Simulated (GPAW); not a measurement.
# BN (F-43m) in GPAW: a series of runs, part 2 of 2

GPAW 26.7.0.

### Step 4. Band structure, TASK

File run.py:

```python
from ase.dft.bandgap import bandgap
from ase.io import read, write
from ase.units import GPa
from gpaw import GPAW, PW

atoms = read('BN.cif')

calc = GPAW(mode=PW(800),
            xc='MGGA_X_TASK+LDA_C_PW',
            kpts={'size': (10, 10, 10), 'gamma': True},
            occupations={'name': 'fermi-dirac', 'width': 0.05},
            nbands=11,
            convergence={'density': 1e-05, 'energy': 1e-05},
            maxiter=150,
            txt='gpaw.txt')
atoms.calc = calc
energy = atoms.get_potential_energy()
forces = atoms.get_forces()
stress = atoms.get_stress()
calc.write('gs.gpw')
write('result.traj', atoms)
print(f'Energy: {energy:.6f} eV')
print('Forces (eV/A):')
print(forces.round(4))
print('Stress (GPa):', (stress / GPa).round(3))
print('Fermi level:', round(calc.get_fermi_level(), 4), 'eV')
print(f'Gap: {bandgap(calc)[0]:.4f} eV, direct: {bandgap(calc, direct=True)[0]:.4f} eV')

path = atoms.cell.bandpath('GXWKGLUWLK,UX', npoints=100, eps=1e-4)
bs_calc = calc.fixed_density(kpts=path, symmetry='off', nbands=18,
                             convergence={'bands': 'CBM+6.0', 'eigenstates': 1e-6}, txt='bands.txt')
bs = bs_calc.band_structure()
bs.write('bs.json')
print(f'Gap on the path: {bandgap(bs_calc)[0]:.4f} eV')
```

File BN.cif:

```cif
data_BN
_cell_length_a 2.56397060
_cell_length_b 2.56397060
_cell_length_c 2.56397060
_cell_angle_alpha 60.00000000
_cell_angle_beta 60.00000000
_cell_angle_gamma 60.00000000
_space_group_name_H-M_alt 'P1'
_space_group_name_Hall 'P 1'
_space_group_IT_number 1
loop_
_space_group_symop_operation_xyz
'x,y,z'
loop_
_atom_site_label
_atom_site_type_symbol
_atom_site_symmetry_multiplicity
_atom_site_Wyckoff_symbol
_atom_site_fract_x
_atom_site_fract_y
_atom_site_fract_z
_atom_site_occupancy
N1 N 1 a 0.2500000000 0.2500000000 0.2500000000 1
B1 B 1 a 0.0000000000 0.0000000000 0.0000000000 1
```

Potentials or basis: GPAW PAW data sets (gpaw-data 1.2.1), pw.

Started as:

```console
$ OMP_NUM_THREADS=1 python run.py
```

It took 31 s on 1 thread of Intel Xeon 6975P-C (Granite Rapids), shared host; peak memory 0.22 GiB.

Results (log left out):

| Item | Value |
| --- | --- |
| Free energy | -20.3140 eV |
| Pressure | 10.8 GPa |
| Band gap on the k mesh | 5.44 eV, indirect (least direct gap 10.32 eV) |
| Band gap along the path | 5.44 eV, indirect (least direct gap 10.32 eV) |

Levels at the corners of the path, in eV from the valence-band top:
```
point  band 1  band 2  band 3  band 4  band 5  band 6  band 7
    Γ  -22.37    0.00    0.00    0.00   10.32   10.32   10.32
    X  -16.36   -9.80   -5.29   -5.29    5.44   10.40   20.67
    W  -16.07   -8.41   -7.50   -6.91   11.02   15.25   16.18
    K  -16.30   -8.96   -8.20   -4.38    8.06   14.46   18.14
    Γ  -22.37    0.00    0.00    0.00   10.32   10.32   10.32
    L  -17.87  -11.59   -2.06   -2.06   11.35   12.23   12.23
    U  -16.30   -8.96   -8.20   -4.38    8.06   14.46   18.14
    W  -16.07   -8.41   -7.50   -6.91   11.02   15.25   16.18
    L  -17.87  -11.59   -2.06   -2.06   11.35   12.23   12.23
    K  -16.30   -8.96   -8.20   -4.38    8.06   14.46   18.14
    U  -16.30   -8.96   -8.20   -4.38    8.06   14.46   18.14
    X  -16.36   -9.80   -5.29   -5.29    5.44   10.40   20.67
```

Caveat: the PAW data sets were made with another functional, which shifts forces and pressure a little.

### Step 5. Equation of state, BLYP

File run.py:

```python
from ase import Atoms
from ase.eos import EquationOfState
from ase.io import Trajectory
from ase.units import GPa
from gpaw import GPAW, PW, setup_paths

setup_paths.insert(0, '.')

atoms = Atoms(['N', 'B'],
              cell=[[0.0, 1.813001, 1.813001],
                    [1.813001, 0.0, 1.813001],
                    [1.813001, 1.813001, 0.0]],
              scaled_positions=[[0.25, 0.25, 0.25],
                                [0.0, 0.0, 0.0]],
              pbc=True)

traj = Trajectory('eos.traj', 'w')
volumes, energies = [], []
for x in [0.94, 0.96, 0.98, 1.0, 1.02, 1.04, 1.06]:
    a = atoms.copy()
    a.set_cell(atoms.cell * x**(1 / 3), scale_atoms=True)
    calc = GPAW(mode=PW(800),
                xc='BLYP',
                kpts={'size': (10, 10, 10), 'gamma': True},
                occupations={'name': 'fermi-dirac', 'width': 0.05},
                nbands=11,
                convergence={'density': 1e-05, 'energy': 1e-05},
                eigensolver='davidson',
                maxiter=150,
                txt=f'eos-{x:.2f}.txt')
    a.calc = calc
    energies.append(a.get_potential_energy(force_consistent=True))
    volumes.append(a.get_volume())
    p = -a.get_stress()[:3].mean() / GPa
    calc.write(f'eos-{x:.2f}.gpw')
    traj.write(a)
    print(f'{x:.2f} {volumes[-1]:10.4f} A^3 {energies[-1]:14.6f} eV {p:9.3f} GPa', flush=True)

v0, e0, B = EquationOfState(volumes, energies, eos='birchmurnaghan').fit()
print(f'V0 = {v0:.4f} A^3, E0 = {e0:.6f} eV, B0 = {B / GPa:.2f} GPa')
```

Potentials or basis: PAW data sets generated in the run's folder for this functional, pw.

Started as:

```console
$ gpaw-setup -f BLYP B N
$ OMP_NUM_THREADS=1 python run.py
```

Standard output:

```text
__  _  _
 | _ |_)|_||  |
 |__||  | ||/\| - 26.7.0

Input parameters:
  mode=PW(ecut=800.0),
  convergence={'density': 1e-05, 'energy': 1e-05},
  eigensolver=Davidson(niter=2),
  kpts=MonkhorstPack(size=(10, 10, 10), gamma=True),
  maxiter=150,
  nbands=11,
  occupations=Occupations(name='fermi-dirac', width=0.05),
  xc=XC(name='BLYP')

Diagonalizing LCAO Hamiltonian
Converting LCAO to pw mode

          N
       B

Atoms  # Å, Bohr magnetons
|   | symbol |        x |        y |        z |    initial magnetic moments |
|---|--------|----------|----------|----------|-----------------------------|
| 0 |      N | 0.887995 | 0.887995 | 0.887995 | ( 0.0000,  0.0000,  0.0000) |
| 1 |      B | 0.000000 | 0.000000 | 0.000000 | ( 0.0000,  0.0000,  0.0000) |

Unit cell  # Å
| periodic |        x |        y |        z |  lengths |    angles |
|----------|----------|----------|----------|----------|-----------|
|      yes | 0.000000 | 1.775991 | 1.775991 | 2.511630 | 60.000000 |
|      yes | 1.775991 | 0.000000 | 1.775991 | 2.511630 | 60.000000 |
[... 173 lines left out ...]

Converged in 9 steps
Energy contributions relative to reference atoms: (reference = -2154.119193)

Energy contributions:
  Kinetic:          22.844158
  Coulomb:         -20.411334
  Zero:              0.088437
  External:          0.000000
  Xc:              -18.760099
  Entropy:          -0.000000
  Spinorbit:         0.000000
  ----------------------------
  Free energy:     -16.238837
  Extrapolated:    -16.238837

dipole moment: (-7.170805, -7.170805, -7.170805)  # |e|*Ang

Fermi level: 13.495
Eigenvalues  # (at kpt = [0.000, 0.000, 0.000])
| band index |      eig [eV] | occ [0-2] |
|------------|---------------|-----------|
|          0 |        -9.405 |     2.000 |
|          1 |        11.220 |     2.000 |
|          2 |        11.220 |     2.000 |
|          3 |        11.220 |     2.000 |
|          4 |        20.412 |     0.000 |
|          5 |        20.412 |     0.000 |
|          6 |        20.412 |     0.000 |
|          7 |        22.789 |     0.000 |
|          8 |        37.350 |     0.000 |
|          9 |        40.154 |     0.000 |
|         10 |        40.575 |     0.000 |

Gap: 4.943 eV
Transition (v -> c):
  (s=0, k=0, n=3, [0.00, 0.00, 0.00]) -> (s=0, k=41, n=4, [0.50, 0.50, 0.00])
Direct/indirect transitions are different
Direct gap: 9.191 eV
Transition at: (s=0, k=0, n=3, [0.00, 0.00, 0.00])

Stress tensor  # eV/Ang^3
|         x |         y |         z |
|-----------|-----------|-----------|
| -0.196268 | -0.000000 | -0.000000 |
| -0.000000 | -0.196268 |  0.000000 |
| -0.000000 |  0.000000 | -0.196268 |

# Writing to eos-0.94.gpw (mode='')
```

stdout:

```text
0.94    11.2035 A^3     -16.238837 eV    31.446 GPa
0.96    11.4418 A^3     -16.280539 eV    21.872 GPa
0.98    11.6802 A^3     -16.308622 eV    13.154 GPa
1.00    11.9186 A^3     -16.324037 eV     5.202 GPa
1.02    12.1569 A^3     -16.328442 eV    -2.021 GPa
1.04    12.3953 A^3     -16.322342 eV    -8.617 GPa
1.06    12.6337 A^3     -16.306996 eV   -14.612 GPa
V0 = 12.1328 A^3, E0 = -16.328433 eV, B0 = 354.67 GPa
```

It took 29 s on 1 thread of Intel Xeon 6975P-C (Granite Rapids), shared host; peak memory 0.17 GiB.

What came out:

| Quantity | Value |
| --- | --- |
| Equilibrium volume | 6.07 Å³/atom |
| Bulk modulus | 355 GPa |
| Pressure derivative of the bulk modulus | 3.9 |

Energy against volume, from the lowest point:
```tsv
volume (Å³/atom)	energy (meV/atom)
5.602	44.80
5.721	23.95
5.840	9.91
5.959	2.20
6.078	0.00
6.198	3.05
6.317	10.72
```

### Step 6. Summary

```csv
task,level,potentials or basis,cutoff (eV),smearing,response ecut,response k mesh,response bands,kernels,coarser k mesh,gap on the mesh (eV)
dielectric tensor,PBE,"GPAW PAW data sets (gpaw-data 1.2.1), pw",600,fermi-dirac 0.001 eV,80 eV,32 × 32 × 32,24,["RPA"],32 × 32 × 32,4.44
dielectric tensor,RPBE,"the program's PAW data sets (release 1.2.1) made for this functional, pw",600,fermi-dirac 0.001 eV,80 eV,32 × 32 × 32,24,["RPA"],32 × 32 × 32,4.48
band structure,TASK,"GPAW PAW data sets (gpaw-data 1.2.1), pw",800,fermi-dirac 0.05 eV,-,-,-,-,-,5.44
equation of state,BLYP,"PAW data sets generated in the run's folder for this functional, pw",800,fermi-dirac 0.05 eV,-,-,-,-,-,-
```

Alike in all rows: no spin polarisation; cell as given; k mesh 10 × 10 × 10.

Caveats: the long-wavelength limit can be off by a per cent or two (some runs); the PAW data sets were made with another functional, which shifts forces and pressure a little (some runs).

Total energies depend on the potentials used, so only differences within one code and one set of settings carry meaning.

### Step 7. How close it comes

Step 2. A measured gap of BN is 6.4 eV (indirect; 300 K; a printed reference work, monograph); the calculated 4.44 eV misses it by -1.96 eV. The value is that of PBE on a finite k mesh, which can miss the band edges, without temperature or zero-point motion. Semilocal functionals fall short of measured gaps as a rule. The cell is a database's relaxed one, not the measured one, which moves gaps too.

Step 3. Against the measured gap of BN, 6.4 eV (indirect; 300 K; a printed reference work, monograph), the calculated 4.48 eV is off by -1.92 eV. The value is that of RPBE on a finite k mesh, which can miss the band edges, without temperature or zero-point motion. Semilocal functionals fall short of measured gaps as a rule. The cell is a database's relaxed one, not the measured one, which moves gaps too.

Step 4. A measured gap of BN is 6.4 eV (indirect; 300 K; a printed reference work, monograph); the calculated 5.44 eV misses it by -0.96 eV. The value is that of TASK, without temperature or zero-point motion. The cell is a database's relaxed one, not the measured one, which moves gaps too.

Step 5. Measured bulk modulus of BN: 395 GPa (300 K; quoted in “Effect of nanostructuration on compressibility of cubic BN”, 2012, arxiv:1208.3664). This calculation gives 355 GPa (-10.2 %). The fit is for a static lattice scaled at fixed shape and fixed fractional positions.
